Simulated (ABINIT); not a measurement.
Something may be wrong with this ABINIT 10.8.3 (patched build) calculation of FeO (Wuestite).

Contents of run.abi:

```
# Datasets
ndtset 2

# Pseudopotentials
pp_dirpath "./"
pseudos "Fe.LDA_PW-JTH.xml, O.LDA_PW-JTH.xml"

# Structure
acell 3.0698575869 3.0698575869 3.0698575869 Angstrom
rprim
     0.4947528865     0.2856457122     0.8207472866
    -0.4947528865     0.2856457122     0.8207472866
     0.0000000000    -0.5712914244     0.8207472866
ntypat 2
znucl 26 8
natom 2
typat 1 2
xred
            0.0            0.0            0.0
            1/2            1/2            1/2

# Plane-wave basis
ecut 26.0
pawecutdg 48.0

# k points
ngkpt 8 8 8
nshiftk 1
shiftk 0.0 0.0 0.0

# Exchange and correlation
ixc -497498

# Bands and occupations
nband 20
occopt 3
tsmear 0.05 eV

# Spin
nsppol 2
spinat
     0.0000000000     0.0000000000     3.0000000000
     0.0000000000     0.0000000000     0.0000000000

# DFT+U
usepawu 4
lpawu 2 -1
upawu 6.0 0.0 eV
jpawu 0.0 0.0 eV

# SCF cycle
nstep 50

# Output
prteig 0
prtebands 0
prtwf 0
prtden 0
prtpot 0

# Dataset 1: ground state
kptopt1 1
tolvrs1 1.0e-11
prtwf1 1
tolwfr1 1.0e-14
nbdbuf1 4
nline1 6

# Dataset 2: response at q = 0 to atomic displacements, strain
rfphon2 1
rfstrs2 3
rfatpol2 1 2
rfdir2 1 1 1
getwfk2 1
kptopt2 2
nqpt2 1
qpt2 0.0 0.0 0.0
tolvrs2 1.0e-8

# Other
usekden 1
```

Potentials or basis: JTH PAW LDA v2.0.

Launch:

```console
$ abinit run.abi > log 2>&1
```

run.abo:

```text
.Version 10.8.3 of ABINIT
 DATASET    1 : space group R-3 m (#166); Bravais hR (rhombohedral)
================================================================================
 Values of the parameters that define the memory need for DATASET  1.
     intxc =       0    ionmov =       0      iscf =      17    lmnmax =      18
     lnmax =       6     mgfft =      30  mpssoang =       3    mqgrid =    3001
     natom =       2  nloc_mem =       2    nspden =       2   nspinor =       1
    nsppol =       2      nsym =      12    n1xccc =       1    ntypat =       2
    occopt =       3   xclevel =       2
       mpw =         882          nfft =       27000          nkpt =          65
[... 503 lines left out ...]

 chkinp: Checking input parameters for consistency, jdtset=   2.

--- !ERROR
message: |
    Under a functional that needs tau, the first-order Hamiltonian holds the tau term for the derivative
    with respect to k alone. Action: ask that derivative alone (rfddk or rfelfd 2), or take another functional.
...

Checking consistency of input data against itself revealed some problem(s).
So, stopping. The details of the problem(s) are given in the error file or the standard output file (= "log" file).
In parallel, the details might not even be printed there. Then, try running in sequential to see the details.

--- !ERROR
message: |
    Checking consistency of input data against itself gave 1 inconsistency.
    The details of the problem can be FOUND ABOVE (or in output or log file).
    In parallel, the details might not even be printed there. Then, try running in sequential to see the details.
...
```

Task: What happened, and what is wrong with the input?

Result: The program refused the input. The input holds a flaw that was put in on purpose: meta-GGA in a response run (ixc = -497498; usekden = 1).
